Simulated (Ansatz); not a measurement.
**HfS4 (element-swapped structure): how the settings move a single-point run**

Aim: see which settings change the result for HfS4 (element-swapped structure), by how much, and at what cost.

Method: reference: DFT LDA, plane waves, PAW, scalar-relativistic, no spin polarisation, in Ansatz 0.2.0.

## Step 1: The starting structure

It takes space group I4_1/amd (No. 141, tetragonal). The conventional cell has a = 7.726 Å, b = 7.726 Å, c = 6.984 Å, α = 90.00°, β = 90.00°, γ = 90.00°. Hf (site symmetry -4m2) has 8 S at 2.44 to 2.73 Å as nearest neighbours. S (site symmetry m) is surrounded by 2 Hf at 2.44 to 2.73 Å.

As a file:

```
CELL_PARAMETERS angstrom
-3.86316 3.86316 3.49183
3.86316 -3.86316 3.49183
3.86316 3.86316 -3.49183
ATOMIC_POSITIONS crystal
Hf 0.12500 0.87500 0.25000
Hf 0.87500 0.12500 0.75000
S 0.35400 0.79600 0.55800
S 0.79600 0.73800 0.44200
S 0.73800 0.79600 0.94200
S 0.79600 0.35400 0.05800
S 0.64600 0.20400 0.44200
S 0.20400 0.64600 0.94200
S 0.26200 0.20400 0.05800
S 0.20400 0.26200 0.55800
```

## Step 2: Reference

Contents of input.yaml:

```yaml
crystal:
  lattice:
    - [-3.863161, 3.863161, 3.49183]
    - [3.863161, -3.863161, 3.49183]
    - [3.863161, 3.863161, -3.49183]
  atoms:
    - { symbol: Hf, position: [0.125, 0.875, 0.25] }
    - { symbol: Hf, position: [0.875, 0.125, 0.75] }
    - { symbol: S, position: [0.354, 0.796, 0.558] }
    - { symbol: S, position: [0.796, 0.738, 0.442] }
    - { symbol: S, position: [0.738, 0.796, 0.942] }
    - { symbol: S, position: [0.796, 0.354, 0.058] }
    - { symbol: S, position: [0.646, 0.204, 0.442] }
    - { symbol: S, position: [0.204, 0.646, 0.942] }
    - { symbol: S, position: [0.262, 0.204, 0.058] }
    - { symbol: S, position: [0.204, 0.262, 0.558] }
  symmetry: { tolerance: 0.0003 }
kpoints:
  mp_grid: { grid: [4, 4, 4], shift: [0, 0, 0] }
magnetization:
  spin_polarized: false
scf:
  occupations: { method: fermi_dirac }
hamiltonian:
  pseudopotentials: { kind: paw }
  xc: lda
basis:
  ecutwfc: 420
output:
  forces: true
  stress: true
  eigenvalues: true
```

Started as:

```bash
$ ansatz run input.yaml --threads 1 --pin off --max-ram 2560MiB --backend cpu --events-out ev --progress --plain --runs-dir out
```

## Step 3: Changed: symmetry.detect false, occupations.width 0.001, scf.algorithm density_mixing, tolerance left out

input.yaml, as its differences from that of step 2:

```diff
@@ -16,3 +16,3 @@
     - { symbol: S, position: [0.204, 0.262, 0.558] }
-  symmetry: { tolerance: 0.0003 }
+  symmetry: { detect: false }
 kpoints:
@@ -22,3 +22,4 @@
 scf:
-  occupations: { method: fermi_dirac }
+  occupations: { method: fermi_dirac, width: 0.001 }
+  algorithm: density_mixing
 hamiltonian:
```

## Step 4: Variant: scf.algorithm direct_min

input.yaml, as its differences from that of step 2:

```diff
@@ -23,2 +23,3 @@
   occupations: { method: fermi_dirac }
+  algorithm: direct_min
 hamiltonian:
```

## Step 5: Changing settings: lower_state_search standard, chi_scale 0.0

input.yaml, as its differences from that of step 2:

```diff
@@ -23,2 +23,4 @@
   occupations: { method: fermi_dirac }
+  lower_state_search: standard
+  initial_density: { chi_scale: 0.0 }
 hamiltonian:
```

## Step 6: Changing settings: lower_state_search standard, eigensolver.kind davidson, basis.precision f64

input.yaml, as its differences from that of step 2:

```diff
@@ -23,2 +23,4 @@
   occupations: { method: fermi_dirac }
+  lower_state_search: standard
+  eigensolver: { kind: davidson }
 hamiltonian:
@@ -28,2 +30,3 @@
   ecutwfc: 420
+  precision: f64
 output:
```

Before running it: what results should come out? Wanted: for each run, ending; energy change; pressure; gap; force.

The runs gave:

| run | ending | energy change | pressure (GPa) | gap (eV) | force (eV/Å) | cycles | time |
| --- | --- | --- | --- | --- | --- | --- | --- |
| reference | converged | 0 | -4.3 | 0.00 | 0.46 | 8 | 5.5 s |
| 1: symmetry.detect false, occupations.width 0.001, scf.algorithm density_mixing, tolerance left out | converged | +2.0 meV/atom (σ→0) | -4.4 | 0.00 | 0.40 | 9 | 22 s |
| 2: scf.algorithm direct_min | converged | 0.0 meV/atom | -4.3 | 0.00 | 0.46 | 7 | 24 s |
| 3: lower_state_search standard, chi_scale 0.0 | converged | 0.0 meV/atom | -4.3 | 0.00 | 0.46 | 9 | 5.5 s |
| 4: lower_state_search standard, eigensolver.kind davidson, basis.precision f64 | converged | 0.0 meV/atom | -4.3 | 0.00 | 0.46 | 9 | 8.1 s |

Residual by cycle in the longest SCF loop of each run; runs are numbered as in the table. The quantity is the density residual dr2, in eV.

| cycle | reference | run 1 | run 2 | run 3 | run 4 |
| --- | --- | --- | --- | --- | --- |
| 1 | 0.102 | 0.112 | 0.107 | 2.25 | 0.107 |
| 2 | 0.033 | 0.0295 | 0.0448 | 0.746 | 0.0381 |
| 3 | 0.00282 | 0.00216 | 0.00119 | 0.0224 | 8.4e-4 |
| 4 | 4.5e-4 | 8.3e-4 | 2.3e-5 | 0.012 | 6.8e-4 |
| 5 | 6.6e-5 | 5.2e-4 | 5.8e-7 | 0.00195 | 1.6e-4 |
| 6 | 1.2e-5 | 3.8e-5 | 9.0e-8 | 1.9e-4 | 1.8e-5 |
| 7 | 1.9e-6 | 5.5e-6 | 9.2e-9 | 7.9e-6 | 1.8e-6 |
| 8 | 5.6e-8 | 6.8e-7 | - | 3.1e-7 | 1.5e-7 |
| 9 | - | 3.1e-8 | - | 3.5e-8 | 1.7e-8 |

**Reading.** The pressure spans -4.4 to -4.3 GPa over the reference and the converged variants. Of the variants the dearest is «scf.algorithm direct_min» (24 s), the cheapest «lower_state_search standard, chi_scale 0.0» (5.5 s), on a shared host.

The reference is no final answer either: its mesh is coarse for a cell with so small a gap or none; the structure is made up and not relaxed.
